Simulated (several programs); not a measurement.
**What each method gives for CaSe (NiAs type)**

CaSe in the NiAs-type structure, relaxed with r2SCAN in Ansatz, was computed with several methods. The symmetry is P6_3/mmc (No. 194, hexagonal); conventional cell a = 4.132 Å, c = 7.163 Å, 26.47 Å³ an atom. Around Ca lie 6 Se at 2.98 Å; around Se lie 6 Ca at 2.98 Å. Values at 0 K without nuclear motion; spin polarisation is off, and the phase may be a hypothetical one.

```cif
data_structure
_symmetry_space_group_name_H-M 'P6_3/mmc'
_symmetry_Int_Tables_number 194
_cell_length_a 4.1317
_cell_length_b 4.1317
_cell_length_c 7.1625
_cell_angle_alpha 90.000
_cell_angle_beta 90.000
_cell_angle_gamma 120.000
_cell_volume 105.89
loop_
_atom_site_label
_atom_site_type_symbol
_atom_site_symmetry_multiplicity
_atom_site_Wyckoff_symbol
_atom_site_fract_x
_atom_site_fract_y
_atom_site_fract_z
_atom_site_occupancy
Ca1 Ca 2 a 0.00000 0.00000 0.00000 1
Se1 Se 2 c 0.33333 0.66667 0.25000 1
```

Gaps and times are for a single point on this cell; volume and bulk modulus come from each method's own relaxation or energy curve at fixed shape, which is too stiff where a cell has free coordinates or axes. Times are rough, from shared hosts (Arm Neoverse V1; Intel Xeon 6975P-C), and each method has its own mesh and cell size. A dagger marks a closed or tiny gap in a crystal that DFT finds insulating: a failure of the method or a wrong SCF state. A double dagger marks a value from a curve with shape and coordinates held. The energy curve of PM7 (MOPAC) is jagged, so its SCF state, and with it the gap, is in doubt. The energy curve of GFN2-xTB (tblite) is jagged, so its SCF state, and with it the gap, is in doubt. PM6 (MOPAC), PM7 (MOPAC), GFN1-xTB (tblite), GFN2-xTB (tblite) treat a cluster of cells at its zone centre, which samples few k points: where these miss a band edge, the gap comes out too large for that reason alone. Gaps from k meshes are read at a limited set of points (mesh, symmetry points, PBE's band edges), so each method's own least gap may be somewhat smaller. xTB and the PM methods were fitted mostly to molecules, and can miss a solid's gap by electronvolts. Minimal bases can be far off for gaps. Times of the plane-wave ladder aren't listed, since it ran on unlike processors and cards. G0W0 is at finite bands, cutoff and mesh. d marks a direct gap, i an indirect one (no mark: not told apart), a dash a value that wasn't computed or didn't pass its checks.

```
                               method              kind  gap (eV)  own volume (Å³/atom)  bulk modulus (GPa)  atoms computed  processor time
 light PBE (260 eV and a coarse mesh)  light plane-wave    2.23 i                     –                   –               4           2.1 s
                          PM7 (MOPAC)    semi-empirical     0.00†                     –                   –         cluster           2.5 s
                          PM6 (MOPAC)    semi-empirical      0.86                     –                   –         cluster           2.5 s
                    GFN1-xTB (tblite)     tight binding     0.00†                     –                   –         cluster           6.7 s
                    GFN2-xTB (tblite)     tight binding      2.86                     –                   –         cluster           8.6 s
                       PBE/SZV (CP2K)       small basis    1.94 d                     –                   –               4           9.1 s
                                  PBE         semilocal    2.20 i                 26.84                 47‡               4               –
                      PBE/DZVP (CP2K)       small basis    2.20 i                27.15‡                 47‡               4            19 s
                               r2SCAN         semilocal    2.68 i                 26.47                 51‡               4               –
               PBE/single zeta (GPAW)       small basis    2.55 i                     –                   –               4            57 s
G0W0@r2SCAN (140 eV screening cutoff)         many-body      4.18                     –                   –               4               –
   G0W0@PBE (210 eV screening cutoff)         many-body      4.04                     –                   –               4               –
```

Against r2SCAN (2.68 eV) and with closed or daggered gaps left aside, the nearest gap at the points sampled is that of PBE/single zeta (GPAW) (-0.13 eV) and the farthest that of PM6 (MOPAC) (-1.82 eV). r2SCAN is only a yardstick of convenience: semilocal gaps usually lie below measured ones, which GLLB-SC and hybrids aim to mend.

Volumes against r2SCAN's: PBE +1.4 %.

Runs without a result: GLLB-SC (GPAW) (single point).

The runs are scalar-relativistic, without spin-orbit coupling.
